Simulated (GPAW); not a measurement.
# Pd: energy against volume and a worked fit

Space group Fm-3m (No. 225). a = 3.893 Å, b = 3.893 Å, c = 3.893 Å, α = 90.00°, β = 90.00°, γ = 90.00°
| atom | site | symmetry | x | y | z |
| --- | --- | --- | --- | --- | --- |
| Pd | 4a | m-3m | 0.0000 | 0.0000 | 0.0000 |

The cell was scaled at fixed shape and fractions and run with GPAW, PAW data sets generated for this functional, cutoff 600 eV; AM05+D4, k mesh 9 × 9 × 9 on the cell of 1 atom, fermi-dirac occupations of 0.05 eV, no spin polarisation, no spin-orbit coupling. Energies are those that the program minimises, any entropy of the smearing included. For a metal such a mesh isn't converged to the digits shown.

| V (Å³/atom) | energy over the lowest row (meV/atom) |
| --- | --- |
| 13.8650 | 8.00 |
| 14.1600 | 0.00 |
| 14.4550 | 0.73 |
| 14.7500 | ? |
| 15.0450 | 24.08 |
| 15.3400 | 44.85 |
| 15.6350 | 70.66 |

Problem. Fit the third-order Birch-Murnaghan form, give V0, B0 and B′, and predict the energy left open.

Solution. With y = (V0/V)^(2/3), E = E0 + (9 V0 B0/16) [(y - 1)³ B′ + (y - 1)² (6 - 4y)]. Least squares through the rows shown give V0 = 14.2795 Å³/atom, E0 = -0.69 meV, B0 = 216.9 GPa (1 eV/Å³ = 160.218 GPa) and B′ = 5.60, with a largest miss of 0.01 meV. At V = 14.7500 the form with these constants gives 9.08 meV; the run gave 9.08 meV an atom. Measured volume: 14.72 Å³/atom at 293.15 K (arxiv:2204.14071), so the fit lies -3.0 % from it. The runs are for a static lattice.

The fitted curve recovers the omitted energy at 14.7500 Å³/atom, but this is an interpolation between neighbouring volumes: it supports the smoothness of the equation of state, not the accuracy of the functional. The positive B′ of 5.60 reflects the usual asymmetry of metallic binding. Compression raises the kinetic energy and the overlap repulsion of the nearly filled 4d shell and the semicore states, whereas expansion weakens the d-d and sp-d bonding more gradually.

The equilibrium volume is too small by 3.0 %, and the bulk modulus of 216.9 GPa is above the accepted range for palladium, so the lattice is both overcontracted and too stiff. Zero-point motion and thermal expansion would move both quantities in the right direction, but probably account for only part of the difference. The remainder may come from the pairwise dispersion term, which can overcount attraction in a metal with strong electronic screening, or from the semilocal functional itself; a single combined curve cannot separate the two.
